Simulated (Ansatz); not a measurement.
# Hf3N2: convergence and cost

This session on Hf3N2 sets out to test the occupation rule and width.

Method: DFT PBEsol, scalar-relativistic, plane waves, PAW, in Ansatz 0.2.0.

1 further run of the same task is left out (set aside as unsound or not needed). Runs told in other sessions of the task aren't counted.

## (1) Starting point

The structure is trigonal, space group R-3m (No. 166). Conventional cell: a = 3.199 Å, b = 3.199 Å, c = 23.265 Å, α = 90.00°, β = 90.00°, γ = 120.00°. Around Hf (site symmetry 3m) lie 3 N at 2.29 Å. Hf (site symmetry -3m) is surrounded by 6 N at 2.24 Å. Around N (site symmetry 3m) lie 6 Hf at 2.24 to 2.29 Å.

Coordinates:

```cif
data_structure
_symmetry_space_group_name_H-M 'R-3m:H'
_symmetry_Int_Tables_number 166
_cell_length_a 3.1989
_cell_length_b 3.1989
_cell_length_c 23.2645
_cell_angle_alpha 90.000
_cell_angle_beta 90.000
_cell_angle_gamma 120.000
_cell_volume 206.16
loop_
_atom_site_label
_atom_site_type_symbol
_atom_site_symmetry_multiplicity
_atom_site_Wyckoff_symbol
_atom_site_fract_x
_atom_site_fract_y
_atom_site_fract_z
_atom_site_occupancy
Hf1 Hf 6 c 0.00000 0.00000 0.77942 1
Hf2 Hf 3 a 0.00000 0.00000 0.00000 1
N1 N 6 c 0.66667 0.33333 0.94525 1
```

The structure comes from the Materials Project (structure only); it is used as listed.

## (2) The base run, which the others are set against

The input, input.yaml:

```yaml
crystal:
  lattice:
    - [1.5994260774, 0.9234290764, 7.7548432223]
    - [-1.5994260774, 0.9234290764, 7.7548432223]
    - [0.0, -1.8468581527, 7.7548432223]
  atoms:
    - { symbol: Hf, position: [0.77941866, 0.77941866, 0.77941866] }
    - { symbol: Hf, position: [0.22058134, 0.22058134, 0.22058134] }
    - { symbol: Hf, position: [0.0, 0.0, 0.0] }
    - { symbol: "N", position: [0.61191553, 0.61191553, 0.61191553] }
    - { symbol: "N", position: [0.38808447, 0.38808447, 0.38808447] }
basis:
  ecutwfc: 420
kpoints:
  mp_grid: { grid: [12, 12, 12] }
hamiltonian:
  xc: pbesol
scf:
  occupations: { method: gaussian, width: 0.1 }
output:
  forces: true
  stress: true
  eigenvalues: true
  populations: true
```

It was run beforehand and gave: -9511.7745 eV/atom at zero smearing, pressure -2.17 GPa, largest force 0.234 eV/Å, no gap on the mesh, in 10 SCF cycles and 24 s.

## (3) Occupation rule and width: Gaussian 0.01 eV

The input, input.yaml:

```yaml
crystal:
  lattice:
    - [1.5994260774, 0.9234290764, 7.7548432223]
    - [-1.5994260774, 0.9234290764, 7.7548432223]
    - [0.0, -1.8468581527, 7.7548432223]
  atoms:
    - { symbol: Hf, position: [0.77941866, 0.77941866, 0.77941866] }
    - { symbol: Hf, position: [0.22058134, 0.22058134, 0.22058134] }
    - { symbol: Hf, position: [0.0, 0.0, 0.0] }
    - { symbol: "N", position: [0.61191553, 0.61191553, 0.61191553] }
    - { symbol: "N", position: [0.38808447, 0.38808447, 0.38808447] }
basis:
  ecutwfc: 420
kpoints:
  mp_grid: { grid: [12, 12, 12] }
hamiltonian:
  xc: pbesol
scf:
  occupations: { method: gaussian, width: 0.01 }
output:
  forces: true
  stress: true
  eigenvalues: true
```

On the command line:

```bash
ansatz run input.yaml --threads 1 --pin off --max-ram 2560MiB --backend cpu --events-out ev --progress --plain --runs-dir out
```

## (4) Occupation rule and width set to Gaussian 0.2 eV

Edit input.yaml of step 3 so:

```diff
@@ -18,3 +18,3 @@
 scf:
-  occupations: { method: gaussian, width: 0.01 }
+  occupations: { method: gaussian, width: 0.2 }
 output:
```

## (5) Occupation rule and width: Gaussian 0.5 eV

Edit input.yaml of step 4 so:

```diff
@@ -18,3 +18,3 @@
 scf:
-  occupations: { method: gaussian, width: 0.2 }
+  occupations: { method: gaussian, width: 0.5 }
 output:
```

## (6) Occupation rule and width set to Fermi–Dirac 0.05 eV

Edit input.yaml of step 5 so:

```diff
@@ -18,3 +18,3 @@
 scf:
-  occupations: { method: gaussian, width: 0.5 }
+  occupations: { method: fermi_dirac, width: 0.05 }
 output:
```

## (7) Occupation rule and width: Methfessel–Paxton 0.01 eV

Edit input.yaml of step 6 so:

```diff
@@ -18,3 +18,3 @@
 scf:
-  occupations: { method: fermi_dirac, width: 0.05 }
+  occupations: { method: methfessel_paxton, width: 0.01 }
 output:
```

## (8) Occupation rule and width: Methfessel–Paxton 0.02 eV

Edit input.yaml of step 7 so:

```diff
@@ -18,3 +18,3 @@
 scf:
-  occupations: { method: methfessel_paxton, width: 0.01 }
+  occupations: { method: methfessel_paxton, width: 0.02 }
 output:
```

## (9) Occupation rule and width: Methfessel–Paxton 0.05 eV

Edit input.yaml of step 8 so:

```diff
@@ -18,3 +18,3 @@
 scf:
-  occupations: { method: methfessel_paxton, width: 0.02 }
+  occupations: { method: methfessel_paxton, width: 0.05 }
 output:
@@ -23 +23,5 @@
   eigenvalues: true
+  write_density: true
+  write_potential: true
+  elf: true
+  volumetric_format: npy
```

## (10) Occupation rule and width set to cold 0.02 eV

Edit input.yaml of step 9 so:

```diff
@@ -18,3 +18,3 @@
 scf:
-  occupations: { method: methfessel_paxton, width: 0.05 }
+  occupations: { method: cold, width: 0.02 }
 output:
@@ -23,5 +23 @@
   eigenvalues: true
-  write_density: true
-  write_potential: true
-  elf: true
-  volumetric_format: npy
```

## (11) Occupation rule and width set to cold 0.05 eV

Edit input.yaml of step 10 so:

```diff
@@ -18,3 +18,3 @@
 scf:
-  occupations: { method: cold, width: 0.02 }
+  occupations: { method: cold, width: 0.05 }
 output:
```

## (12) Occupation rule and width: cold 0.2 eV

Edit input.yaml of step 11 so:

```diff
@@ -18,3 +18,3 @@
 scf:
-  occupations: { method: cold, width: 0.05 }
+  occupations: { method: cold, width: 0.2 }
 output:
```

## (13) Occupation rule and width set to cold 0.5 eV

Edit input.yaml of step 12 so:

```diff
@@ -18,3 +18,3 @@
 scf:
-  occupations: { method: cold, width: 0.2 }
+  occupations: { method: cold, width: 0.5 }
 output:
```

## (14) Occupation rule and width set to tetrahedron

Edit input.yaml of step 13 so:

```diff
@@ -18,3 +18,3 @@
 scf:
-  occupations: { method: cold, width: 0.5 }
+  occupations: { method: tetrahedron }
 output:
```

(Steps that only read results are left out.)

Q: Predict the outcome of the series: the values and the trend.

**Answer**, as computed:

| quantity | value |
| --- | --- |
| largest energy shift, occupation rule and width | 3.30 meV/atom at cold 0.5 |

The free energy moves by up to 20.5 meV/atom (Gaussian 0.5), the energy extrapolated to zero width by up to 3.30. For the widths that shift F most, the extrapolation takes out most of the shift. In a metal, forces and stress under tetrahedra need not match the slope of their energy. The runs treat Hf without spin-orbit coupling.
